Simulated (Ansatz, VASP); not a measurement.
# N: VASP beside Ansatz

File INCAR:

```
ALGO = Normal
EDIFF = 1E-7
ENCUT = 520
GGA = PE
ISIF = 2
ISMEAR = 0
LASPH = True
LCHARG = False
LREAL = False
LWAVE = False
NBANDS = 8
NELM = 100
PREC = Accurate
SIGMA = 0.1
```

File KPOINTS:

```
k-points
0
Gamma
  22 22 22
```

POSCAR

```
N
1.0
   -1.3461034005      1.3461034005      1.3461034005
    1.3461034005     -1.3461034005      1.3461034005
    1.3461034005      1.3461034005     -1.3461034005
N
1
Direct
    0.0000000000      0.0000000000      0.0000000000
```

Input for Ansatz:

```yaml
crystal:
  lattice:
    - [-1.3461034005, 1.3461034005, 1.3461034005]
    - [1.3461034005, -1.3461034005, 1.3461034005]
    - [1.3461034005, 1.3461034005, -1.3461034005]
  atoms:
    - { symbol: "N", position: [0.0, 0.0, 0.0] }
basis:
  ecutwfc: 420
kpoints:
  mp_grid: { grid: [22, 22, 22] }
hamiltonian:
  xc: pbe
scf:
  occupations: { method: gaussian, width: 0.1 }
output:
  forces: true
  stress: true
  eigenvalues: true
```

Alike in both runs: task single point; functional PBE; k mesh 22 × 22 × 22; occupations gaussian, width 0.1 eV; no spin polarisation.

|  | VASP | Ansatz |
| --- | --- | --- |
| version | VASP 6.6.1 | Ansatz 0.2.0 |
| potentials or method | VASP PAW PBE potentials, release 64 (N) | scalar-relativistic, plane waves, PAW |
| plane-wave cutoff (eV) | 520 | 420 |
| valence electrons in the cell | 5 | 5 |

```csv
,VASP,Ansatz,Ansatz less VASP
gap on the k mesh at the Fermi level (eV),none,none,-
pressure (GPa),-30.1,-29.9,+0.16
```

A gap of «none» marks a metal or a gap that the smearing closes. The functional is the same, so the differences come from potentials, cutoffs and numerics.

Caveats: the cell as given lies far from equilibrium; so large a pressure means that the cell lies far from this level's equilibrium, or that cutoff or potentials fall short (VASP).
